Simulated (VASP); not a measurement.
# CdTe (F-43m) in VASP: a series of runs

CdTe is run at these levels: LDA; tasks: single point.

Program: VASP 6.6.1. These are calculated values, not measurements. Logs are shortened: lines on timing, memory, paths and dates and some standing lists are left out, and cuts for length are marked.

**What was measured.**

A printed reference work, data compilation reports, for a bulk crystal of CdTe at 0 K: band gap 1.607 eV.

The runs below are set against these values where they give the same quantity.

### Step 1. The cell of the first run

The structure is cubic, space group F-43m (No. 216). Conventional cell: a = 6.410 Å, b = 6.410 Å, c = 6.410 Å, α = 90.00°, β = 90.00°, γ = 90.00°. Te (site symmetry -43m) has 4 Cd at 2.78 Å within 3.7 Å. Within 3.7 Å of Cd (site symmetry -43m) lie 4 Te at 2.78 Å.

### Step 2. Single point, LDA

The input, INCAR:

```
PREC = Accurate
ENCUT = 520
EDIFF = 1E-6
ISMEAR = 1
SIGMA = 0.1
LREAL = False
LASPH = True
NELM = 80
ALGO = Normal
ISIF = 2
LWAVE = False
LCHARG = False
NBANDS = 16
```

The input, KPOINTS:

```
regular mesh
0
Gamma
  6 6 6
```

The input, POSCAR:

```
CdTe
1.0
    0.0000000000      3.2050000000      3.2050000000
    3.2050000000      0.0000000000      3.2050000000
    3.2050000000      3.2050000000      0.0000000000
Te Cd
1 1
Direct
    0.7500000000      0.7500000000      0.7500000000
    0.0000000000      0.0000000000      0.0000000000
```

Potentials or basis: VASP PAW LDA potentials, release 64 (Te, Cd).

On the command line:

```sh
$ cat potpaw_LDA.64/Te/POTCAR potpaw_LDA.64/Cd/POTCAR > POTCAR
$ mpirun -np 1 vasp_std > vasp.out
```

OUTCAR:

```text
PREC = Accurate
   ENCUT = 520
   EDIFF = 1E-6
   ISMEAR = 1
   LREAL = False
   LASPH = True
   NELM = 80
   ISIF = 2

 ion  position               nearest neighbor table
   1  0.750  0.750  0.750-   2 2.78   2 2.78   2 2.78   2 2.78
   2  0.000  0.000  0.000-   1 2.78   1 2.78   1 2.78   1 2.78

  LATTYP: Found a face centered cubic cell.
 ALAT       =     6.4100000000

  Lattice vectors:

 A1 = (   0.0000000000,   3.2050000000,   3.2050000000)
 A2 = (   3.2050000000,   0.0000000000,   3.2050000000)
 A3 = (   3.2050000000,   3.2050000000,   0.0000000000)

Analysis of symmetry for initial positions (statically):
=====================================================================
 Subroutine PRICEL returns:
 Original cell was already a primitive cell.

 Routine SETGRP: Setting up the symmetry group for a
 face centered cubic supercell.

 Subroutine GETGRP returns: Found 24 space group operations
 (whereof 24 operations were pure point group operations)
 out of a pool of 48 trial point group operations.

The static configuration has the point symmetry T_d .

Analysis of symmetry for dynamics (positions and initial velocities):
=====================================================================
 Subroutine PRICEL returns:
 Original cell was already a primitive cell.

 Routine SETGRP: Setting up the symmetry group for a
 face centered cubic supercell.

 Subroutine GETGRP returns: Found 24 space group operations
 (whereof 24 operations were pure point group operations)
 out of a pool of 48 trial point group operations.

The dynamic configuration has the point symmetry T_d .

 Subroutine INISYM returns: Found 24 space group operations
 (whereof 24 operations are pure point group operations),
 and found     1 'primitive' translations

----------------------------------------------------------------------------------------

                                     Primitive cell

  volume of cell :      65.8437

  direct lattice vectors                    reciprocal lattice vectors
     0.000000000  3.205000000  3.205000000    -0.156006240  0.156006240  0.156006240
     3.205000000  0.000000000  3.205000000     0.156006240 -0.156006240  0.156006240
     3.205000000  3.205000000  0.000000000     0.156006240  0.156006240 -0.156006240

  length of vectors
     4.532554467  4.532554467  4.532554467     0.270210734  0.270210734  0.270210734

  position of ions in fractional coordinates (direct lattice)
     0.750000000  0.750000000  0.750000000
     0.000000000  0.000000000  0.000000000

  ion indices of the primitive-cell ions
   primitive index   ion index
                 1           1
                 2           2

----------------------------------------------------------------------------------------

 KPOINTS: regular mesh

Automatic generation of k-mesh.
 Grid dimensions read from file:
 generate k-points for:    6    6    6

 Generating k-lattice:

  Cartesian coordinates                     Fractional coordinates (reciprocal lattice)
    -0.026001040  0.026001040  0.026001040     0.166666667  0.000000000  0.000000000
     0.026001040 -0.026001040  0.026001040     0.000000000  0.166666667  0.000000000
     0.026001040  0.026001040 -0.026001040     0.000000000  0.000000000  0.166666667

  Length of vectors
     0.045035122  0.045035122  0.045035122

  Shift w.r.t. Gamma in fractional coordinates (k-lattice)
     0.000000000  0.000000000  0.000000000

 Subroutine IBZKPT returns following result:
 ===========================================

 Found     16 irreducible k-points:

 Following reciprocal coordinates:
            Coordinates               Weight
  0.000000  0.000000  0.000000      1.000000
  0.166667  0.000000  0.000000      8.000000
  0.333333  0.000000  0.000000      8.000000
  0.500000  0.000000  0.000000      4.000000
  0.166667  0.166667  0.000000      6.000000
  0.333333  0.166667  0.000000     24.000000
[... 8 lines left out ...]
 -0.333333  0.333333  0.166667     24.000000
 -0.333333  0.500000  0.166667     12.000000
   k-points           NKPTS =     16   k-points in BZ     NKDIM =     16   number of bands    NBANDS=     16
   number of dos      NEDOS =    301   number of ions     NIONS =      2
   total plane-waves  NPLWV =  46656
   dimension x,y,z NGX =    36 NGY =   36 NGZ =   36
   dimension x,y,z NGXF=    72 NGYF=   72 NGZF=   72
   ions per type =               1   1
   NGX,Y,Z   is equivalent  to a cutoff of  13.20, 13.20, 13.20 a.u.
   NGXF,Y,Z  is equivalent  to a cutoff of  26.41, 26.41, 26.41 a.u.
 SYSTEM =  unknown system
   PREC   = accura    normal or accurate (medium, high low for compatibility)
   ISTART =      0    job   : 0-new  1-cont  2-samecut
   ICHARG =      2    charge: 1-file 2-atom 10-const
   ISPIN  =      1    spin polarized calculation?
   LNONCOLLINEAR =      F non collinear calculations
   LSORBIT =      F    spin-orbit coupling
   LASPH  =      T    aspherical Exc in radial PAW
   ENCUT  =  520.0 eV  38.22 Ry    6.18 a.u.   8.43  8.43  8.43*2*pi/ulx,y,z
   NELM   =     80;   NELMIN=  2; NELMDL= -5     # of ELM steps
   EDIFF  = 0.1E-05   stopping-criterion for ELM
   LREAL  =      F    real-space projection
   EDIFFG = 0.1E-04   stopping-criterion for IOM
   NSW    =      0    number of steps for IOM
   IBRION =     -1    ionic relax: 0-MD 1-quasi-New 2-CG
   NFREE  =      0    steps in history (QN), initial steepest desc. (CG)
   ISIF   =      2    stress and relaxation
   ISYM   =      2    0-nonsym 1-usesym 2-fastsym
   POTIM  = 0.5000    time-step for ionic-motion
   TEBEG  =    0.0;   TEEND  =   0.0 temperature during run
   PSTRESS=    0.0 pullay stress
   NELECT =      18.0000    total number of electrons
   NUPDOWN=      -1.0000    fix difference up-down
   EMIN   =  10.00;   EMAX   =-10.00  energy-range for DOS
   EFERMI =   0.00;   METHOD = LEGACY
   ISMEAR =     1;   SIGMA  =   0.10  broadening in eV -4-tet -1-fermi 0-gaus
   EFERMI_NEDOS =   21; number of points for ismear=-14 and -15
   IALGO  =     38    algorithm
   IMIX   =      4    mixing-type and parameters
     AMIX     =   0.40;   BMIX     =  1.00
     AMIX_MAG =   1.60;   BMIX_MAG =  1.00
  volume/ion in A,a.u.               =      32.92       222.17
  Fermi-wavevector in a.u.,A,eV,Ry     =   1.062497  2.007828 15.359610  1.128899
  Thomas-Fermi vector in A             =   2.197950
   LORBIT       =      0    0 simple, 1 ext, 2 COOP (PROOUT), +10 PAW based schemes
   GGA     = CA    functional components
   LHFCALC =     F    Hartree Fock is set to
   AEXX    =    0.0000 exact exchange contribution
   IVDW    =     0    specifies the selected vdW correction
   LEPSILON=     F    determine dielectric tensor
   LRPA    =     F    only Hartree local field effects (RPA)
 non-spin polarized calculation
 Methfessel and Paxton  Order N= 1 SIGMA  =   0.10
  energy-cutoff  :      520.00
  volume of cell :       65.84
 maximum number of plane-waves:      1807
 NGX is ok and might be reduce to    36
   NGX = 17   NGY = 17   NGZ = 17

 number of electron      17.9999995 magnetization

 Free energy of the ion-electron system (eV)
  ---------------------------------------------------
  ext. energy  EPLUGINS =         0.00000000
  ---------------------------------------------------
  free energy    TOTEN  =        -6.04419487 eV

  energy without entropy =       -6.04427590  energy(sigma->0) =       -6.04422188

 E-fermi :   2.5540     XC(G=0):  -9.0888

 val. band max:        2.4698420183   @ k =   0.0000   0.0000   0.0000
 cond. band min:       3.1207001357   @ k =   0.0000   0.0000   0.0000
 fundamental gap:      0.6508581174
 Fermi energy:         2.5539987132

 k-point     1 :       0.0000    0.0000    0.0000
  band No.  band energies     occupation
      1      -8.9651      2.00000
      2      -5.9465      2.00000
      3      -5.9465      2.00000
      4      -5.9465      2.00000
      5      -5.6574      2.00000
      6      -5.6574      2.00000
[... 8 lines left out ...]
     15      11.8612      0.00000
     16      11.8612      0.00000

 k-point     2 :       0.1667    0.0000    0.0000
  band No.  band energies     occupation
      1      -8.8559      2.00000
      2      -5.9258      2.00000
      3      -5.9258      2.00000
      4      -5.8621      2.00000
      5      -5.6590      2.00000
      6      -5.6590      2.00000
[... 8 lines left out ...]
     15      10.8882      0.00000
     16      10.8882      0.00000

 k-point     3 :       0.3333    0.0000    0.0000
  band No.  band energies     occupation
      1      -8.6364      2.00000
      2      -5.8902      2.00000
      3      -5.8902      2.00000
      4      -5.6548      2.00000
      5      -5.6548      2.00000
      6      -5.5653      2.00000
[... 8 lines left out ...]
     15      11.3105      0.00000
     16      11.3105      0.00000

 k-point     4 :       0.5000    0.0000    0.0000
  band No.  band energies     occupation
      1      -8.5286      2.00000
      2      -5.8765      2.00000
      3      -5.8765      2.00000
      4      -5.6478      2.00000
      5      -5.6478      2.00000
      6      -5.2845      2.00000
[... 8 lines left out ...]
     15      12.7621      0.00000
     16      12.7621      0.00000

 k-point     5 :       0.1667    0.1667    0.0000
  band No.  band energies     occupation
      1      -8.8199      2.00000
      2      -5.9049      2.00000
      3      -5.9049      2.00000
      4      -5.8651      2.00000
      5      -5.6672      2.00000
      6      -5.6491      2.00000
[... 8 lines left out ...]
     15      11.5544      0.00000
     16      12.0986      0.00000

 k-point     6 :       0.3333    0.1667    0.0000
  band No.  band energies     occupation
      1      -8.6382      2.00000
      2      -5.8777      2.00000
      3      -5.8644      2.00000
      4      -5.7208      2.00000
      5      -5.6428      2.00000
      6      -5.5886      2.00000
[... 8 lines left out ...]
     15      12.1228      0.00000
     16      12.2210      0.00000

 k-point     7 :       0.5000    0.1667    0.0000
  band No.  band energies     occupation
      1      -8.4961      2.00000
      2      -5.8617      2.00000
      3      -5.8472      2.00000
      4      -5.6771      2.00000
      5      -5.6447      2.00000
      6      -5.2602      2.00000
[... 8 lines left out ...]
     15      12.4154      0.00000
     16      12.8576      0.00000

 k-point     8 :      -0.3333    0.1667    0.0000
  band No.  band energies     occupation
      1      -8.5311      2.00000
      2      -5.8628      2.00000
      3      -5.8627      2.00000
      4      -5.6621      2.00000
      5      -5.6616      2.00000
      6      -5.3551      2.00000
[... 8 lines left out ...]
     15      11.5369      0.00000
     16      12.7671      0.00000

 k-point     9 :      -0.1667    0.1667    0.0000
  band No.  band energies     occupation
      1      -8.7102      2.00000
      2      -5.9020      2.00000
      3      -5.8867      2.00000
      4      -5.7272      2.00000
      5      -5.6689      2.00000
      6      -5.6346      2.00000
[... 8 lines left out ...]
     15      11.3757      0.00000
     16      12.1461      0.00000

 k-point    10 :       0.3333    0.3333    0.0000
  band No.  band energies     occupation
      1      -8.5324      2.00000
      2      -5.8138      2.00000
      3      -5.8138      2.00000
      4      -5.7666      2.00000
      5      -5.6323      2.00000
      6      -5.4674      2.00000
[... 8 lines left out ...]
     15      12.7541      0.00000
     16      14.4228      0.00000

 k-point    11 :       0.5000    0.3333    0.0000
  band No.  band energies     occupation
      1      -8.4295      2.00000
      2      -5.8149      2.00000
      3      -5.7900      2.00000
      4      -5.7340      2.00000
      5      -5.6337      2.00000
      6      -5.1900      2.00000
[... 8 lines left out ...]
     15      13.1640      0.00000
     16      13.9885      0.00000

 k-point    12 :      -0.3333    0.3333    0.0000
  band No.  band energies     occupation
      1      -8.4300      2.00000
      2      -5.8363      2.00000
      3      -5.8115      2.00000
      4      -5.6898      2.00000
      5      -5.6531      2.00000
      6      -5.1187      2.00000
[... 8 lines left out ...]
     15      11.4356      0.00000
     16      14.6160      0.00000

 k-point    13 :       0.5000    0.5000    0.0000
  band No.  band energies     occupation
      1      -8.3955      2.00000
      2      -5.7813      2.00000
      3      -5.7638      2.00000
      4      -5.7638      2.00000
      5      -5.6239      2.00000
      6      -5.1371      2.00000
[... 8 lines left out ...]
     15      13.3010      0.00000
     16      14.0258      0.00000

 k-point    14 :       0.5000    0.3333    0.1667
  band No.  band energies     occupation
      1      -8.4976      2.00000
      2      -5.8408      2.00000
      3      -5.8331      2.00000
      4      -5.7065      2.00000
      5      -5.6442      2.00000
      6      -5.3303      2.00000
[... 8 lines left out ...]
     15      12.7271      0.00000
     16      13.9300      0.00000

 k-point    15 :      -0.3333    0.3333    0.1667
  band No.  band energies     occupation
      1      -8.4300      2.00000
      2      -5.8331      2.00000
      3      -5.8163      2.00000
      4      -5.6861      2.00000
      5      -5.6553      2.00000
      6      -5.1175      2.00000
[... 8 lines left out ...]
     15      12.9227      0.00000
     16      13.7048      0.00000

 k-point    16 :      -0.3333    0.5000    0.1667
  band No.  band energies     occupation
      1      -8.3970      2.00000
      2      -5.8035      2.00000
      3      -5.7993      2.00000
      4      -5.7122      2.00000
      5      -5.6443      2.00000
      6      -5.0645      2.00000
[... 8 lines left out ...]
     15      13.5701      0.00000
     16      13.8134      0.00000

------------------------ aborting loop because EDIFF is reached ----------------------------------------

  FORCE on cell =-STRESS in cart. coord.  units (eV):
  Direction    XX          YY          ZZ          XY          YZ          ZX
  --------------------------------------------------------------------------------------
  -------------------------------------------------------------------------------------
  Total        0.1068945      0.1068945      0.1068945     -0.0000000      0.0000000      0.0000000
  in kB        2.6010688      2.6010688      2.6010688     -0.0000000      0.0000000      0.0000000
  external PRESSURE =       2.6010688 kB  Pullay stress =       0.0000000 kB

 VOLUME and BASIS-vectors are now :
 -----------------------------------------------------------------------------
  energy-cutoff  :      520.00
  volume of cell :       65.84
      direct lattice vectors                 reciprocal lattice vectors
     0.000000000  3.205000000  3.205000000    -0.156006240  0.156006240  0.156006240
     3.205000000  0.000000000  3.205000000     0.156006240 -0.156006240  0.156006240
     3.205000000  3.205000000  0.000000000     0.156006240  0.156006240 -0.156006240

 POSITION                                       TOTAL-FORCE (eV/Angst)
 -----------------------------------------------------------------------------------
      4.80750      4.80750      4.80750        -0.000000     -0.000000     -0.000000
      0.00000      0.00000      0.00000         0.000000      0.000000      0.000000
 -----------------------------------------------------------------------------------
    total drift:                               -0.000000     -0.000000     -0.000000

  FREE ENERGIE OF THE ION-ELECTRON SYSTEM (eV)
  ---------------------------------------------------
  free  energy   TOTEN  =        -6.0441948702 eV

  energy  without entropy=       -6.0442759046  energy(sigma->0) =       -6.04422188
```

It took 9.8 s on 1 thread of AMD EPYC 9R45 (Zen 5), shared host; peak memory 0.15 GiB.

Results:

```yaml
Free_energy: -6.0442 eV
Pressure: 0.3 GPa
Band_gap_on_the_k_mesh: 0.65 eV
```

Caveat: semilocal functionals underestimate gaps, and a narrow one can read as zero; spin-orbit coupling is left out, which moves the levels of the heavy elements.

### Step 3. Single point, LDA

The input, INCAR:

```
SYSTEM = CdTe
PREC = Accurate
ENCUT = 520
EDIFF = 1E-6
ISMEAR = 1
SIGMA = 0.1
LREAL = .False.
LASPH = .True.
NELM = 100
ALGO = Normal
ISIF = 2
LWAVE = .False.
LCHARG = .True.
GGA = CA
LELF = .True.
LVHAR = .True.
NBANDS = 16
```

The input, KPOINTS:

```
regular mesh
0
Gamma
  6 6 6
  0 0 0
```

POSCAR is that of step 2.

Potentials or basis: VASP PAW LDA potentials, release 64 (Te, Cd).

On the command line:

```sh
$ cat potpaw_LDA.64/Te/POTCAR potpaw_LDA.64/Cd/POTCAR > POTCAR
$ mpirun -np 1 vasp_std > vasp.out
```

Wall time 11 s (1 thread of AMD EPYC 9R45 (Zen 5), shared host); peak memory 0.15 GiB.

The run converged. Its results:

```yaml
Free_energy: -6.0442 eV
Pressure: 0.3 GPa
Band_gap_on_the_k_mesh: 0.65 eV
```

Levels at points of the mesh, in eV from the valence-band top:
| k point | band 7 | band 8 | band 9 | band 10 | band 11 | band 12 |
| --- | --- | --- | --- | --- | --- | --- |
| (0.00, 0.00, 0.00) | 0.00 | 0.00 | 0.00 | 0.65 | 4.47 | 4.47 |
| (0.50, 0.00, 0.00) | -4.69 | -0.84 | -0.84 | 1.69 | 5.08 | 5.08 |
| (0.50, 0.50, 0.00) | -4.54 | -2.01 | -2.01 | 2.37 | 2.54 | 8.82 |

Caveat: semilocal functionals underestimate gaps, and a narrow one can read as zero; spin-orbit coupling is left out, which moves the levels of the heavy elements.

### Step 4. Comparison with measurements

Step 2. Against the measured gap of CdTe, 1.607 eV (0 K; a printed reference work, data compilation), the calculated 0.65 eV is off by -0.96 eV. Spin-orbit coupling on Cd, Te is left out. The value is that of LDA, without temperature or zero-point motion. Semilocal functionals fall short of measured gaps as a rule.

Step 3. A measured gap of CdTe is 1.607 eV (0 K; a printed reference work, data compilation); the calculated 0.65 eV misses it by -0.96 eV. Spin-orbit coupling on Cd, Te is left out. The value is that of LDA, without temperature or zero-point motion. Semilocal functionals fall short of measured gaps as a rule.
